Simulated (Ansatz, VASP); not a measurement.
**Sn in VASP and in Ansatz**

```
Sn
1.0
     3.04130    0.00000    0.00000
     0.00000    3.04130    0.00000
     0.00000    0.00000    3.04130
Sn
1
Direct
  0.00000 0.00000 0.00000
```

Alike in both runs: task single point; functional BLYP; k mesh 16 × 16 × 16; occupations fermi-dirac, width 0.1 eV; no spin polarisation.

```csv
,VASP,Ansatz
version,VASP 6.6.1,Ansatz 0.2.0
potentials or method,"VASP PAW PBE potentials, release 64 (Sn_d)","plane waves (420 eV) with PAW, scalar-relativistic"
plane-wave cutoff (eV),520,420
valence electrons in the cell,14,14
```

```csv
,VASP,Ansatz,Ansatz less VASP
pressure (GPa),6.5,6.4,-0.02
```

With one functional, cell and mesh, what is left measures potentials, basis and numerics.

Caveats: the PAW data sets were made with another functional, which shifts forces and pressure a little (VASP).
